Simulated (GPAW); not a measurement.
# Magnetic state of MnHO2 monolayer from several starts, part 2 of 2

Does MnHO2 monolayer prefer parallel or opposed moments, or none?

GPAW 26.7.0; PBE; plane waves with GPAW's PAW setups, scalar-relativistic.

So far, largest spin moment in the augmentation sphere (μB): step 2 (order 1, typed as ferro +) 3.55; step 3 (run 2 (antiferro q=(1/2,0,0) +-)) 3.44.

## (4) Run 3 (antiferro q=(0,1/2,0) +-)

Another pattern of signs weighs the neighbour shells otherwise.

The cell is doubled to 8 atoms to hold this order. Its mesh is chosen so that both cells sample the same points.

The input, order3.py:

```python
import json
import numpy as np
from ase import Atoms
from ase.parallel import paropen, parprint
from gpaw import GPAW

atoms = Atoms(['Mn', 'Mn', 'O', 'O', 'O', 'O', 'H', 'H'],
    cell=[[3.17685, 0.0, 0.0],
         [-2.625648, 5.14501, 0.0],
         [0.0, 0.0, 18.054585]],
    scaled_positions=[[0.053683, 0.0134205, 0.531876],
         [0.053683, 0.5134205, 0.531876],
         [0.779624, 0.194906, 0.472568],
         [0.779624, 0.694906, 0.472568],
         [0.336483, 0.3341205, 0.584593],
         [0.336483, 0.8341205, 0.584593],
         [0.806098, 0.2015245, 0.415407],
         [0.806098, 0.7015245, 0.415407]],
    pbc=True,
    magmoms=[4.5, -4.5, 0.0, 0.0, 0.0, 0.0, 0.0, 0.0])
atoms.calc = GPAW(mode={'name': 'pw', 'ecut': 700},
    xc='PBE',
    kpts={'size': (8, 4, 1), 'gamma': True},
    occupations={'name': 'fermi-dirac', 'width': 0.02},
    convergence={'density': 1e-05, 'energy': 1e-05},
    maxiter=200,
    symmetry={'tolerance': 1e-4},
    txt='order3.txt')
e = atoms.get_potential_energy(force_consistent=True)
res = {'free_energy': e, 'energy_sigma0': atoms.get_potential_energy(), 'fermi_energy': atoms.calc.get_fermi_level()}
res['moments'] = atoms.get_magnetic_moments().tolist()
res['total'] = atoms.get_magnetic_moment()
parprint('site moments (muB):', np.round(res['moments'], 3))
parprint(f"total moment: {res['total']:.3f} muB")
parprint(f'free energy: {e:.6f} eV')
atoms.calc.write('order3.gpw')
with paropen('results.json', 'w') as f:
    json.dump(res, f)
```

Launch:

```bash
> OMP_NUM_THREADS=1 mpirun -n 4 gpaw python order3.py > order3.log
```

Output:

```text
site moments (muB): [ 3.393e+00 -3.393e+00  2.300e-02 -2.300e-02 -4.000e-02  4.000e-02
  2.000e-03 -2.000e-03]
total moment: 0.000 muB
free energy: -56.185680 eV

--- order3.txt ---
Input parameters:
  mode=PW(ecut=700),
  convergence={'density': 1e-05, 'energy': 1e-05},
  kpts=MonkhorstPack(size=(8, 4, 1), gamma=True),
  maxiter=200,
  occupations=Occupations(name='fermi-dirac', width=0.02),
[...]
|         35 |         1.609 |     0.000 |         1.609 |     0.000 |
|        ... |               |           |               |           |
|         37 |         2.862 |     0.000 |         2.862 |     0.000 |

Gap: 0.262 eV
Transition (v -> c):
  (s=1, k=1, n=27, [0.00, 0.25, 0.00]) -> (s=0, k=0, n=28, [0.00, 0.00, 0.00])
Direct/indirect transitions are different
Direct gap: 0.302 eV
Transition at: (s=1->0, k=0, n=27, [0.00, 0.00, 0.00])

[key lines of the parts left out:]
Free energy:     -56.185680
Converged in 23 steps
dipole moment: (-3.809330, -10.716415, -0.708612)  # |e|*Ang
Fermi level: -1.668
```

Elapsed: 2.9 min, on 4 MPI ranks of Arm Neoverse V1, shared host; peak memory 1.9 GiB.

Spin moment in the augmentation sphere by atom:

```tsv
atom	spin moment in the augmentation sphere (μB)
Mn1	3.39
Mn2	-3.39
O3	0.02
O4	-0.02
O5	-0.04
O6	0.04
H7	0.00
H8	0.00
```

Numbers from this step:

| Property | Result |
| --- | --- |
| magnetization | 0 μB |
| final state | antiferromagnetic |

It lies 88.8 meV a seeded atom under the first start, and its largest moment is 3.39 μB against 3.55 μB.

## (5) Order 4, typed as no spin polarisation

A run without seeds gives the energy of the state without moments.

The input, nospin.py:

```python
import json
import numpy as np
from ase import Atoms
from ase.parallel import paropen, parprint
from gpaw import GPAW

atoms = Atoms(['Mn', 'O', 'O', 'H'],
    cell=[[3.17685, 0.0, 0.0],
         [-1.312824, 2.572505, 0.0],
         [0.0, 0.0, 18.054585]],
    scaled_positions=[[0.053683, 0.026841, 0.531876],
         [0.779624, 0.389812, 0.472568],
         [0.336483, 0.668241, 0.584593],
         [0.806098, 0.403049, 0.415407]],
    pbc=True)
atoms.calc = GPAW(mode={'name': 'pw', 'ecut': 700},
    xc='PBE',
    kpts={'size': (8, 8, 1), 'gamma': True},
    occupations={'name': 'fermi-dirac', 'width': 0.02},
    convergence={'density': 1e-05, 'energy': 1e-05},
    maxiter=200,
    symmetry={'tolerance': 1e-4},
    txt='nospin.txt')
e = atoms.get_potential_energy(force_consistent=True)
res = {'free_energy': e, 'energy_sigma0': atoms.get_potential_energy(), 'fermi_energy': atoms.calc.get_fermi_level()}
parprint(f'free energy: {e:.6f} eV')
atoms.calc.write('nospin.gpw')
with paropen('results.json', 'w') as f:
    json.dump(res, f)
```

Launch:

```bash
> OMP_NUM_THREADS=1 mpirun -n 4 gpaw python nospin.py > nospin.log
```

Output:

```text
UserWarning: Initial realspace grid (20,18,112) inconsistent with symmetries.
UserWarning: Initial realspace grid (20,18,112) inconsistent with symmetries.
UserWarning: Initial realspace grid (20,18,112) inconsistent with symmetries.
UserWarning: Initial realspace grid (20,18,112) inconsistent with symmetries.
UserWarning: Using symmetrized grid: (20,20,112).

UserWarning: Using symmetrized grid: (20,20,112).

[...]
|          9 |        -5.558 |     2.000 |
[...]
|         17 |         1.246 |     0.000 |
|         18 |         1.371 |     0.000 |
|         19 |         2.826 |     0.000 |
|         20 |         3.805 |     0.000 |

Gap: 0.065 eV
Transition (v -> c):
  (s=0, k=10, n=13, [0.38, -0.25, 0.00]) -> (s=0, k=0, n=14, [0.00, 0.00, 0.00])
Direct/indirect transitions are different
Direct gap: 0.069 eV
Transition at: (s=0, k=10, n=13, [0.38, -0.25, 0.00])

[key lines of the parts left out:]
Free energy:     -26.623098
Converged in 16 steps
dipole moment: (-1.942615, -5.358950, -0.324273)  # |e|*Ang
Fermi level: -1.526
```

Run time: 22 s. Hardware: 4 MPI ranks; peak memory 0.94 GiB; 86 s of CPU time.

Read from the output:

| Property | Result |
| --- | --- |
| final state | non-magnetic (no spin polarisation) |

It lies 1381 meV a seeded atom over the first start.

## (6) An attempt with other settings

An input with a fault is tried, to see how the program answers.

The input, run.py:

```python
import json
import numpy as np
from ase import Atoms
from ase.parallel import paropen, parprint
from gpaw import GPAW

atoms = Atoms(['Mn', 'O', 'O', 'H'],
    cell=[[3.17685, 0.0, 0.0],
         [-1.312824, 2.572505, 0.0],
         [0.0, 0.0, 18.054585]],
    scaled_positions=[[0.053683, 0.026841, 0.531876],
         [0.779624, 0.389812, 0.472568],
         [0.336483, 0.668241, 0.584593],
         [0.806098, 0.403049, 0.415407]],
    pbc=True,
    magmoms=[4.5, 0.0, 0.0, 0.0])
atoms.calc = GPAW(mode={'name': 'pw', 'ecut': 700},
    xc='PBE',
    kpts={'size': (8, 8, 1), 'gamma': True},
    occupations={'name': 'fermi-dirac', 'width': 3.0},
    convergence={'density': 1e-05, 'energy': 1e-05},
    maxiter=100,
    symmetry={'tolerance': 1e-4},
    txt='run.txt')
e = atoms.get_potential_energy(force_consistent=True)
res = {'free_energy': e, 'energy_sigma0': atoms.get_potential_energy(), 'fermi_energy': atoms.calc.get_fermi_level()}
res['moments'] = atoms.get_magnetic_moments().tolist()
res['total'] = atoms.get_magnetic_moment()
parprint('site moments (muB):', np.round(res['moments'], 3))
parprint(f"total moment: {res['total']:.3f} muB")
parprint(f'free energy: {e:.6f} eV')
atoms.calc.write('run.gpw')
with paropen('results.json', 'w') as f:
    json.dump(res, f)
```

Launch:

```bash
> OMP_NUM_THREADS=1 mpirun -n 4 gpaw python run.py > run.log
```

Output:

```text
UserWarning: Initial realspace grid (20,18,112) inconsistent with symmetries.
UserWarning: Initial realspace grid (20,18,112) inconsistent with symmetries.
UserWarning: Initial realspace grid (20,18,112) inconsistent with symmetries.
UserWarning: Initial realspace grid (20,18,112) inconsistent with symmetries.
UserWarning: Using symmetrized grid: (20,20,112).

UserWarning: Using symmetrized grid: (20,20,112).

UserWarning: Using symmetrized grid: (20,20,112).

UserWarning: Using symmetrized grid: (20,20,112).

site moments (muB): [ 0.  0.  0. -0.]
total moment: 0.000 muB
free energy: -52.114631 eV

--- run.txt ---
Input parameters:
  mode=PW(ecut=700),
  convergence={'density': 1e-05, 'energy': 1e-05},
  kpts=MonkhorstPack(size=(8, 8, 1), gamma=True),
  maxiter=100,
  occupations=Occupations(name='fermi-dirac', width=3.0),
  symmetry=Symmetry(tolerance=0.0001),
  xc=XC(name='PBE')

Diagonalizing LCAO Hamiltonian
Converting LCAO to pw mode

        O

       Mn
            O
            H

Atoms  # Å, Bohr magnetons
|   | symbol |        x |        y |         z |    initial magnetic moments |
|---|--------|----------|----------|-----------|-----------------------------|
| 0 |     Mn | 0.135305 | 0.069049 |  9.602800 | ( 0.0000,  0.0000,  4.5000) |
| 1 |      O | 1.964994 | 1.002793 |  8.532019 | ( 0.0000,  0.0000,  0.0000) |
| 2 |      O | 0.191673 | 1.719053 | 10.554584 | ( 0.0000,  0.0000,  0.0000) |
| 3 |      H | 2.031720 | 1.036846 |  7.500001 | ( 0.0000,  0.0000,  0.0000) |

Number of symmetries: 2

BZ-sampling:
  Number of BZ points: 64
  Number of IBZ points: 21

  Monkhorst-Pack size: [8, 8, 1]
  Monkhorst-Pack shift: [0.0625, 0.0625, 0.0]

Plane wave coefficients: 6262
Cutoff: 700.0 eV

Spin-components: 2 (collinear spins)
Bands:           22
Projectors:      19
Spin-degeneracy: 1
Datatype:        complex128

Parallelization:
  kpt:    4
  domain: 1
  band:   1

Density:
  Valence electrons: 28.0
  Components: 2
  Grid points: [ 20  20 112]
  Charge: 0.0  # |e|

Potential:
  Grid points: [ 20  20 112]

[... setups left out ...]
Reference energy: -35608.282837  # eV

convergence criteria:
- Maximum integral of absolute [dens]ity change: 1e-05 electrons / valence electron
- Maximum [total energy] change in last 3 cyles: 1e-05 eV / valence electron
- Maximum integral of absolute [eigenst]ate change: 4e-08 eV^2 / valence electron
maximum number of iterations: 100

SCF iterations
|iter     |      energy | eigst |  dens |  magmom |
|---------|-------------|-------|-------|---------|
|iter:   1|       0s |  -31.204180 | +0.41 |       |  +4.5025|
|iter:   2|       3s |  -30.765858 | -0.87 | -0.75 |  +4.3537|
|iter:   3|       5s |  -36.360733 | -0.19 | -0.77 |  +2.4451|
|iter:   4|       7s |  -36.017641 | -0.12 | -0.87 |  +1.7219|
|iter:   5|       9s |  -32.706945 | -0.38 | -0.82 |  +1.1622|
|iter:   6|      12s |  -31.843281 | -1.11 | -1.25 |  +0.5098|
|iter:   7|      14s |  -32.085419 | -1.15 | -1.43 |  +0.2624|
|iter:   8|      16s |  -32.024228 | -1.41 | -1.41 |  +0.0279|
|iter:   9|      18s |  -31.780389 | -2.44 | -2.14 |  -0.0209|
|iter:  10|      21s |  -31.809197 | -3.56 | -2.45 |  -0.0122|
|iter:  11|      23s |  -31.845977 | -3.88 | -2.83 |  -0.0025|
|iter:  12|      25s |  -31.843202 | -5.12 | -3.39 |  -0.0018|
|iter:  13|      27s |  -31.843535 | -5.56 | -3.75 |  -0.0002|
|iter:  14|      30s |  -31.843381 | -6.08 | -4.42 |  +0.0001|
|iter:  15|      32s |  -31.843379c| -6.35 | -4.73 |  +0.0001|
|iter:  16|      34s |  -31.843347c| -6.71 | -5.03c|  +0.0001|
|iter:  17|      36s |  -31.843359c| -6.97 | -5.37c|  +0.0000|
|iter:  18|      38s |  -31.843356c| -7.17 | -5.76c|  +0.0000|
|iter:  19|      40s |  -31.843358c| -7.32 | -6.02c|  +0.0000|
|iter:  20|      41s |  -31.843354c| -7.36 | -6.10c|  -0.0000|
|iter:  21|      43s |  -31.843357c| -7.45c| -5.87c|  +0.0000|

Converged in 21 steps
Energy contributions relative to reference atoms: (reference = -35608.282837)

Energy contributions:
  Kinetic:          49.446366
  Coulomb:         -39.525977
  Zero:              0.448779
  External:          0.000000
  Xc:              -21.941251
  Entropy:         -40.542547
  Spinorbit:         0.000000
  ----------------------------
  Free energy:     -52.114631
  Extrapolated:    -31.843357

dipole moment: (-1.925451, -5.238881, 0.035636)  # |e|*Ang

Total magnetic moment: (0.000000, 0.000000, 0.000004)

Local magnetic moments
|        x |        y |         z |
|----------|----------|-----------|
| 0.000000 | 0.000000 |  0.000015 |  # Mn   0
| 0.000000 | 0.000000 |  0.000000 |  # O    1
| 0.000000 | 0.000000 |  0.000002 |  # O    2
| 0.000000 | 0.000000 | -0.000000 |  # H    3

Fermi level: -5.224
Eigenvalues  # (at kpt = [0.000, 0.000, 0.000])
| band index |      eig [eV] | occ [0-1] |      eig [eV] | occ [0-1] |
|------------|---------------|-----------|---------------|-----------|
|          0 |       -84.668 |     1.000 |       -84.668 |     1.000 |
|        ... |               |           |               |           |
|          7 |       -11.655 |     0.895 |       -11.655 |     0.895 |
|          8 |       -11.632 |     0.894 |       -11.632 |     0.894 |
|          9 |       -10.174 |     0.839 |       -10.174 |     0.839 |
|         10 |        -9.406 |     0.801 |        -9.406 |     0.801 |
|         11 |        -9.339 |     0.798 |        -9.339 |     0.798 |
|         12 |        -6.092 |     0.572 |        -6.092 |     0.572 |
|         13 |        -5.944 |     0.560 |        -5.944 |     0.560 |
[...]
|         17 |        -2.550 |     0.291 |        -2.550 |     0.291 |
|         18 |         0.152 |     0.143 |         0.152 |     0.143 |
|         19 |         1.315 |     0.102 |         1.315 |     0.102 |
|         20 |         2.258 |     0.076 |         2.257 |     0.076 |
|         21 |         2.831 |     0.064 |         2.832 |     0.064 |

No gap
No difference between direct/indirect transitions
```

Elapsed: 48 s, on 4 MPI ranks; peak memory 1.1 GiB; 3.2 min of CPU time.

The run converged, but its input is faulty, so its numbers are not to be trusted.

The fault in the input: a smearing of electronvolts.

The largest moment is 0 μB against 3.55 μB in the first run, and the free energy lies -24.1 eV from it.

So wide a smearing fills both spins alike, as a very high temperature would; a tenth of an eV or less is usual.

## (7) Ranking

These are free energies at a smearing of 0.02 eV, so its entropy term is in the differences. They are divided by the number of seeded atoms, so that cells of unlike size compare. Wavevectors q in the names are fractions of the reciprocal vectors of the first run's cell.

Orders:

```tsv
start	final state	typed order kept	energy over the lowest (meV a seeded atom)	largest site moment (μB)	net moment (μB a primitive cell)	mesh matched	CPU time (s)
ferro +	ferromagnetic	yes	88.75	3.55	3.999	yes	150.3
antiferro q=(1/2,0,0) +-	antiferromagnetic	yes	26.83	3.438	0	yes	771.1
antiferro q=(0,1/2,0) +-	antiferromagnetic	yes	0	3.393	0	yes	687.7
no spin polarisation	non-magnetic	-	1470	0	0	yes	85.74
```

## (8) What came out

- lowest state found: antiferromagnetic (typed antiferro q=(0,1/2,0) +-)
- largest site moment: 3.39 μB
- next state: antiferromagnetic, 26.8 meV a seeded atom higher
- energy gained by spin polarisation: 1470 meV a seeded atom

What this shows: The lowest state found is antiferromagnetic, reached from the start antiferro q=(0,1/2,0) +-, with moments up to 3.39 μB. The next state costs 27 meV a seeded atom. This is the lowest of 4 finished starts, no proof of the ground state.

[Logs and program files are shortened in this print: banners, set-up blocks, solver, clock and traceback lines can be left out without a mark of their own.]

[Logs are printed without paths, hosts, clocks, repeated set-up lines and the standing remarks that a program may print on its own settings, such as how far it seeks lower states.]

[Hosts, paths, dates, database ids (printed as entryN), source tags and the programs' standing remarks are cut or masked in the printed files.]

[Where a cell is said to come from a database of computed structures, the database is the Materials Project.]
